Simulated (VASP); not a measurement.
# SnSe (Fm-3m) in VASP: notebook

One crystal, SnSe, is run at these levels: PBE+D3(BJ); tasks: single point, relaxation of cell and atoms.

Everything below comes from runs of VASP 6.6.1. Logs are shortened: lines on timing, memory, paths and dates and some standing lists are left out, and cuts for length are marked.

**1. The undisturbed crystal**

Symmetry: Fm-3m, No. 225, cubic system. The conventional cell has a = 5.978 Å, b = 5.978 Å, c = 5.978 Å, α = 90.00°, β = 90.00°, γ = 90.00°. Around Sn (site symmetry m-3m) lie 6 Se at 2.99 Å. Around Se (site symmetry m-3m) lie 6 Sn at 2.99 Å.

Measurements of this composition are mostly on another form, of space group No. 62.

**2. Single point, PBE+D3(BJ) (cell and atoms relaxed tightly for response)**

File INCAR:

```
SYSTEM = SnSe
  PREC = Accurate
  ENCUT = 520
  EDIFF = 1E-7
  ISMEAR = 0
  SIGMA = 0.01
  LREAL = .False.
  LASPH = .True.
  NELM = 100
  ALGO = Normal
  ISIF = 2
  LWAVE = .False.
  LCHARG = .False.
  GGA = PE
  IVDW = 12
  NBANDS = 17
```

File KPOINTS:

```
Automatic mesh
0
Gamma
  10 10 10
  0 0 0
```

File POSCAR:

```
SnSe
1.0
    0.0000000000      2.9882565766      2.9882565766
    2.9882565766      0.0000000000      2.9882565766
    2.9882565766      2.9882565766      0.0000000000
Sn Se
1 1
Direct
    0.0000000000      0.0000000000      0.0000000000
    0.5000000000      0.5000000000      0.5000000000
```

Potentials or basis: VASP PAW PBE potentials, release 64 (Sn_d, Se).

The run is started by

```sh
$ cat potpaw_PBE.64/Sn_d/POTCAR potpaw_PBE.64/Se/POTCAR > POTCAR
$ mpirun -np 1 vasp_std > vasp.out
```

OUTCAR:

```text
SYSTEM = SnSe
   PREC = Accurate
   ENCUT = 520
   EDIFF = 1E-7
   ISMEAR = 0
   LREAL = .False.
   LASPH = .True.
   NELM = 100
   ISIF = 2
   GGA = PE
   IVDW = 12
 IVDW          = 12

 ion  position               nearest neighbor table
   1  0.000  0.000  0.000-   2 2.99   2 2.99   2 2.99   2 2.99   2 2.99   2 2.99
   2  0.500  0.500  0.500-   1 2.99   1 2.99   1 2.99   1 2.99   1 2.99   1 2.99

  LATTYP: Found a face centered cubic cell.
 ALAT       =     5.9765131532

  Lattice vectors:

 A1 = (   0.0000000000,   2.9882565766,   2.9882565766)
 A2 = (   2.9882565766,   0.0000000000,   2.9882565766)
 A3 = (   2.9882565766,   2.9882565766,   0.0000000000)

Analysis of symmetry for initial positions (statically):
=====================================================================
 Subroutine PRICEL returns:
 Original cell was already a primitive cell.

 Routine SETGRP: Setting up the symmetry group for a
 face centered cubic supercell.

 Subroutine GETGRP returns: Found 48 space group operations
 (whereof 48 operations were pure point group operations)
 out of a pool of 48 trial point group operations.

The static configuration has the point symmetry O_h .

Analysis of symmetry for dynamics (positions and initial velocities):
=====================================================================
 Subroutine PRICEL returns:
 Original cell was already a primitive cell.

 Routine SETGRP: Setting up the symmetry group for a
 face centered cubic supercell.

 Subroutine GETGRP returns: Found 48 space group operations
 (whereof 48 operations were pure point group operations)
 out of a pool of 48 trial point group operations.

The dynamic configuration has the point symmetry O_h .

 Subroutine INISYM returns: Found 48 space group operations
 (whereof 48 operations are pure point group operations),
 and found     1 'primitive' translations

----------------------------------------------------------------------------------------

                                     Primitive cell

  volume of cell :      53.3683

  direct lattice vectors                    reciprocal lattice vectors
     0.000000000  2.988256577  2.988256577    -0.167321643  0.167321643  0.167321643
     2.988256577  0.000000000  2.988256577     0.167321643 -0.167321643  0.167321643
     2.988256577  2.988256577  0.000000000     0.167321643  0.167321643 -0.167321643

  length of vectors
     4.226032978  4.226032978  4.226032978     0.289809587  0.289809587  0.289809587

  position of ions in fractional coordinates (direct lattice)
     0.000000000  0.000000000  0.000000000
     0.500000000  0.500000000  0.500000000

  ion indices of the primitive-cell ions
   primitive index   ion index
                 1           1
                 2           2

----------------------------------------------------------------------------------------

 KPOINTS: Automatic mesh

Automatic generation of k-mesh.
 Grid dimensions read from file:
 generate k-points for:   10   10   10

 Generating k-lattice:

  Cartesian coordinates                     Fractional coordinates (reciprocal lattice)
    -0.016732164  0.016732164  0.016732164     0.100000000  0.000000000  0.000000000
     0.016732164 -0.016732164  0.016732164     0.000000000  0.100000000  0.000000000
     0.016732164  0.016732164 -0.016732164     0.000000000  0.000000000  0.100000000

  Length of vectors
     0.028980959  0.028980959  0.028980959

  Shift w.r.t. Gamma in fractional coordinates (k-lattice)
     0.000000000  0.000000000  0.000000000

 Subroutine IBZKPT returns following result:
 ===========================================

 Found     47 irreducible k-points:

 Following reciprocal coordinates:
            Coordinates               Weight
  0.000000  0.000000  0.000000      1.000000
  0.100000  0.000000  0.000000      8.000000
  0.200000  0.000000  0.000000      8.000000
  0.300000  0.000000  0.000000      8.000000
  0.400000  0.000000  0.000000      8.000000
  0.500000  0.000000  0.000000      4.000000
[... 16 lines left out ...]
  0.300000  0.300000  0.000000      6.000000
  0.400000  0.300000  0.000000     24.000000
 [... further k-points ...]
   k-points           NKPTS =     47   k-points in BZ     NKDIM =     47   number of bands    NBANDS=     17
   number of dos      NEDOS =    301   number of ions     NIONS =      2
   total plane-waves  NPLWV =  32768
   dimension x,y,z NGX =    32 NGY =   32 NGZ =   32
   dimension x,y,z NGXF=    64 NGYF=   64 NGZF=   64
   ions per type =               1   1
   NGX,Y,Z   is equivalent  to a cutoff of  12.59, 12.59, 12.59 a.u.
   NGXF,Y,Z  is equivalent  to a cutoff of  25.18, 25.18, 25.18 a.u.
 SYSTEM =  SnSe
   PREC   = accura    normal or accurate (medium, high low for compatibility)
   ISTART =      0    job   : 0-new  1-cont  2-samecut
   ICHARG =      2    charge: 1-file 2-atom 10-const
   ISPIN  =      1    spin polarized calculation?
   LNONCOLLINEAR =      F non collinear calculations
   LSORBIT =      F    spin-orbit coupling
   LASPH  =      T    aspherical Exc in radial PAW
   ENCUT  =  520.0 eV  38.22 Ry    6.18 a.u.   7.86  7.86  7.86*2*pi/ulx,y,z
   NELM   =    100;   NELMIN=  2; NELMDL= -5     # of ELM steps
   EDIFF  = 0.1E-06   stopping-criterion for ELM
   LREAL  =      F    real-space projection
   EDIFFG = 0.1E-05   stopping-criterion for IOM
   NSW    =      0    number of steps for IOM
   IBRION =     -1    ionic relax: 0-MD 1-quasi-New 2-CG
   NFREE  =      0    steps in history (QN), initial steepest desc. (CG)
   ISIF   =      2    stress and relaxation
   ISYM   =      2    0-nonsym 1-usesym 2-fastsym
   POTIM  = 0.5000    time-step for ionic-motion
   TEBEG  =    0.0;   TEEND  =   0.0 temperature during run
   PSTRESS=    0.0 pullay stress
   NELECT =      20.0000    total number of electrons
   NUPDOWN=      -1.0000    fix difference up-down
   EMIN   =  10.00;   EMAX   =-10.00  energy-range for DOS
   EFERMI =   0.00;   METHOD = LEGACY
   ISMEAR =     0;   SIGMA  =   0.01  broadening in eV -4-tet -1-fermi 0-gaus
   EFERMI_NEDOS =   21; number of points for ismear=-14 and -15
   IALGO  =     38    algorithm
   IMIX   =      4    mixing-type and parameters
     AMIX     =   0.40;   BMIX     =  1.00
     AMIX_MAG =   1.60;   BMIX_MAG =  1.00
  volume/ion in A,a.u.               =      26.68       180.07
  Fermi-wavevector in a.u.,A,eV,Ry     =   1.180294  2.230433 18.954201  1.393094
  Thomas-Fermi vector in A             =   2.316589
   LORBIT       =      0    0 simple, 1 ext, 2 COOP (PROOUT), +10 PAW based schemes
   GGA     = PE    functional components
   LHFCALC =     F    Hartree Fock is set to
   AEXX    =    0.0000 exact exchange contribution
   IVDW    =    12    specifies the selected vdW correction
   LEPSILON=     F    determine dielectric tensor
   LRPA    =     F    only Hartree local field effects (RPA)
 non-spin polarized calculation
 Gauss-broadening in eV      SIGMA  =   0.01
  energy-cutoff  :      520.00
  volume of cell :       53.37
 maximum number of plane-waves:      1459
   NGX = 15   NGY = 15   NGZ = 15

 number of electron      20.0000008 magnetization

 Free energy of the ion-electron system (eV)
  ---------------------------------------------------
  ext. energy  EPLUGINS =         0.00000000
  ---------------------------------------------------
  free energy    TOTEN  =        -8.20101356 eV

  energy without entropy =       -8.20101356  energy(sigma->0) =       -8.20101356

 E-fermi :   5.8649     XC(G=0):  -9.6967

 val. band max:        5.8149877685   @ k =   0.5000   0.0000   0.0000
 cond. band min:       6.3350437673   @ k =  -0.4000   0.1000   0.0000
 fundamental gap:      0.5200559988
 Fermi energy:         5.8648628956

 k-point     1 :       0.0000    0.0000    0.0000
  band No.  band energies     occupation
      1     -15.7672      2.00000
      2     -15.7672      2.00000
      3     -15.7672      2.00000
      4     -15.7658      2.00000
      5     -15.7658      2.00000
      6      -8.1803      2.00000
[... 9 lines left out ...]
     16      11.6721      0.00000
     17      14.0137      0.00000

 k-point     2 :       0.1000    0.0000    0.0000
  band No.  band energies     occupation
      1     -15.7670      2.00000
      2     -15.7670      2.00000
      3     -15.7669      2.00000
      4     -15.7653      2.00000
      5     -15.7653      2.00000
      6      -8.1069      2.00000
[... 9 lines left out ...]
     16      11.9234      0.00000
     17      14.7271      0.00000

 k-point     3 :       0.2000    0.0000    0.0000
  band No.  band energies     occupation
      1     -15.7691      2.00000
      2     -15.7691      2.00000
      3     -15.7662      2.00000
      4     -15.7619      2.00000
      5     -15.7619      2.00000
      6      -7.8999      2.00000
[... 9 lines left out ...]
     16      12.5682      0.00000
     17      16.3197      0.00000

 k-point     4 :       0.3000    0.0000    0.0000
  band No.  band energies     occupation
      1     -15.7718      2.00000
      2     -15.7718      2.00000
      3     -15.7654      2.00000
      4     -15.7576      2.00000
      5     -15.7576      2.00000
      6      -7.6058      2.00000
[... 9 lines left out ...]
     16      13.5653      0.00000
     17      17.9245      0.00000

 k-point     5 :       0.4000    0.0000    0.0000
  band No.  band energies     occupation
      1     -15.7740      2.00000
      2     -15.7740      2.00000
      3     -15.7648      2.00000
      4     -15.7541      2.00000
      5     -15.7541      2.00000
      6      -7.3231      2.00000
[... 9 lines left out ...]
     16      14.8700      0.00000
     17      17.0520      0.00000

 k-point     6 :       0.5000    0.0000    0.0000
  band No.  band energies     occupation
      1     -15.7749      2.00000
      2     -15.7749      2.00000
      3     -15.7646      2.00000
      4     -15.7527      2.00000
      5     -15.7527      2.00000
      6      -7.2000      2.00000
[... 9 lines left out ...]
     16      16.0649      0.00000
     17      16.0649      0.00000

 k-point     7 :       0.1000    0.1000    0.0000
  band No.  band energies     occupation
      1     -15.7678      2.00000
      2     -15.7678      2.00000
      3     -15.7654      2.00000
      4     -15.7654      2.00000
      5     -15.7650      2.00000
      6      -8.0824      2.00000
[... 9 lines left out ...]
     16      12.3983      0.00000
     17      14.1436      0.00000

 k-point     8 :       0.2000    0.1000    0.0000
  band No.  band energies     occupation
      1     -15.7704      2.00000
      2     -15.7678      2.00000
      3     -15.7663      2.00000
      4     -15.7630      2.00000
      5     -15.7614      2.00000
      6      -7.9195      2.00000
[... 9 lines left out ...]
     16      13.0940      0.00000
     17      15.0127      0.00000
[... 203 lines left out ...]
      1     -15.7814      2.00000
      2     -15.7683      2.00000
      3     -15.7646      2.00000
      4     -15.7557      2.00000
      5     -15.7516      2.00000
      6      -7.1080      2.00000
[... 9 lines left out ...]
     16      16.3478      0.00000
     17      16.8894      0.00000

 k-point    20 :      -0.4000    0.2000    0.0000
  band No.  band energies     occupation
      1     -15.7796      2.00000
      2     -15.7701      2.00000
      3     -15.7619      2.00000
      4     -15.7563      2.00000
      5     -15.7532      2.00000
      6      -7.0768      2.00000
[... 9 lines left out ...]
     16      14.8677      0.00000
     17      17.7087      0.00000

 k-point    21 :      -0.3000    0.2000    0.0000
  band No.  band energies     occupation
      1     -15.7762      2.00000
      2     -15.7709      2.00000
      3     -15.7623      2.00000
      4     -15.7566      2.00000
      5     -15.7561      2.00000
      6      -7.2430      2.00000
[... 9 lines left out ...]
     16      15.2133      0.00000
     17      16.7020      0.00000

 k-point    22 :      -0.2000    0.2000    0.0000
  band No.  band energies     occupation
      1     -15.7724      2.00000
      2     -15.7708      2.00000
      3     -15.7644      2.00000
      4     -15.7602      2.00000
      5     -15.7563      2.00000
      6      -7.5068      2.00000
[... 9 lines left out ...]
     16      15.3233      0.00000
     17      15.6837      0.00000

 k-point    23 :       0.3000    0.3000    0.0000
  band No.  band energies     occupation
      1     -15.7841      2.00000
      2     -15.7718      2.00000
      3     -15.7603      2.00000
      4     -15.7547      2.00000
      5     -15.7547      2.00000
      6      -7.4171      2.00000
[... 9 lines left out ...]
     16      16.0800      0.00000
     17      16.0800      0.00000

 k-point    24 :       0.4000    0.3000    0.0000
  band No.  band energies     occupation
      1     -15.7880      2.00000
      2     -15.7717      2.00000
      3     -15.7607      2.00000
      4     -15.7526      2.00000
      5     -15.7516      2.00000
      6      -7.2009      2.00000
[... 9 lines left out ...]
     16      16.6131      0.00000
     17      17.2898      0.00000

 [... further k-points ...]

------------------------ aborting loop because EDIFF is reached ----------------------------------------

 Edisp (eV)   -0.72259

 E8    (eV) :    -0.3256

  FORCE on cell =-STRESS in cart. coord.  units (eV):
  Direction    XX          YY          ZZ          XY          YZ          ZX
  --------------------------------------------------------------------------------------
  -------------------------------------------------------------------------------------
  Total       0.00563     0.00563     0.00563     0.00000     0.00000     0.00000
  in kB       0.16889     0.16889     0.16889     0.00000     0.00000     0.00000
  external pressure =        0.17 kB  Pullay stress =        0.00 kB

 VOLUME and BASIS-vectors are now :
 -----------------------------------------------------------------------------
  energy-cutoff  :      520.00
  volume of cell :       53.37
      direct lattice vectors                 reciprocal lattice vectors
     0.000000000  2.988256577  2.988256577    -0.167321643  0.167321643  0.167321643
     2.988256577  0.000000000  2.988256577     0.167321643 -0.167321643  0.167321643
     2.988256577  2.988256577  0.000000000     0.167321643  0.167321643 -0.167321643

 POSITION                                       TOTAL-FORCE (eV/Angst)
 -----------------------------------------------------------------------------------
      0.00000      0.00000      0.00000        -0.000000     -0.000000     -0.000000
      2.98826      2.98826      2.98826         0.000000      0.000000      0.000000
 -----------------------------------------------------------------------------------
    total drift:                                0.000000     -0.000000     -0.000000

  FREE ENERGIE OF THE ION-ELECTRON SYSTEM (eV)
  ---------------------------------------------------
  free  energy   TOTEN  =        -8.9236013270 eV

  energy  without entropy=       -8.9236013270  energy(sigma->0) =       -8.92360133
```

Wall time 22 s (1 thread of AMD EPYC 9R45 (Zen 5), shared host); peak memory 0.17 GiB.

Results:

```
Free energy                : -8.9236 eV
Pressure                   : 0.0 GPa
Band gap on the k mesh     : 0.52 eV, indirect (least direct gap 0.64 eV)
Dispersion energy per atom : -0.361 eV
```

Caveat: spin-orbit coupling is left out, which moves the levels of the heavy elements. A k mesh can miss the band edges.

**3. Relaxation of cell and atoms, PBE+D3(BJ) (cell and atoms relaxed tightly for response)**

File INCAR:

```
PREC     = Accurate       # precision mode
ENCUT    = 600            # plane-wave cutoff, eV
EDIFF    = 1E-7           # SCF threshold, eV
ISMEAR   = 0              # smearing method
SIGMA    = 0.01           # smearing width, eV
LREAL    = F              # projectors in reciprocal space
LASPH    = T              # aspherical terms in the spheres
NELM     = 60             # most SCF steps
ALGO     = Normal         # electronic algorithm
ISIF     = 3              # what is computed and relaxed
LWAVE    = F              # write WAVECAR
LCHARG   = F              # write CHGCAR
GGA      = PE             # functional
IVDW     = 12             # dispersion correction
IBRION   = 2              # ionic algorithm
NSW      = 80             # ionic steps
EDIFFG   = -0.001         # ionic threshold
```

File KPOINTS:

```
regular mesh
0
Gamma
  10 10 10
```

File POSCAR:

```
SnSe
1.0
    0.0000000000      2.9887688240      2.9887688240
    2.9887688240      0.0000000000      2.9887688240
    2.9887688240      2.9887688240      0.0000000000
Sn Se
1 1
Direct
    0.0000000000      0.0000000000      0.0000000000
    0.5000000000      0.5000000000      0.5000000000
```

Potentials or basis: VASP PAW PBE potentials, release 64 (Sn_d, Se).

The run is started by

```sh
$ cat potpaw_PBE.64/Sn_d/POTCAR potpaw_PBE.64/Se/POTCAR > POTCAR
$ mpirun -np 1 vasp_std > vasp.out
```

Wall time 50 s (1 thread of AMD EPYC 9R45 (Zen 5), shared host); peak memory 0.21 GiB.

Results (log left out):

| Item | Value |
| --- | --- |
| Free energy | -8.9237 eV |
| Relaxed volume | 26.70 Å³/atom |
| Relaxed cell | a = 4.227 Å, b = 4.227 Å, c = 4.227 Å, α = 60.00°, β = 60.00°, γ = 60.00° |
| Space group after relaxing (to 0.05 Å) | Fm-3m (No. 225) |
| Energy gained by relaxing | 0.0 meV/atom |
| Ionic steps | 3 |
| Pressure after relaxing | 0.0 GPa |
| Band gap on the k mesh | 0.52 eV, indirect (least direct gap 0.64 eV) |
| Dispersion energy per atom | -0.361 eV |

Final structure:
```xyz
2
Lattice="0.0000 2.9890 2.9890 2.9890 0.0000 2.9890 2.9890 2.9890 0.0000" Properties=species:S:1:pos:R:3 pbc="T T T"
Sn    0.0000    0.0000    0.0000
Se    2.9890    2.9890    2.9890
```

Levels at points of the mesh, in eV from the valence-band top:
| k point | band 6 | band 7 | band 8 | band 9 | band 10 | band 11 | band 12 | band 13 | band 14 |
| --- | --- | --- | --- | --- | --- | --- | --- | --- | --- |
| (0.00, 0.00, 0.00) | -13.99 | -4.98 | -2.23 | -2.23 | -2.23 | 4.41 | 4.41 | 4.41 | 5.86 |
| (0.50, 0.00, 0.00) | -13.01 | -8.14 | -1.98 | -1.98 | 0.00 | 0.68 | 1.25 | 1.25 | 8.33 |
| (0.50, 0.50, 0.00) | -12.72 | -5.99 | -5.60 | -3.72 | -3.72 | 2.97 | 5.49 | 5.49 | 6.13 |

Caveat: spin-orbit coupling is left out, which moves the levels of the heavy elements. A k mesh can miss the band edges.
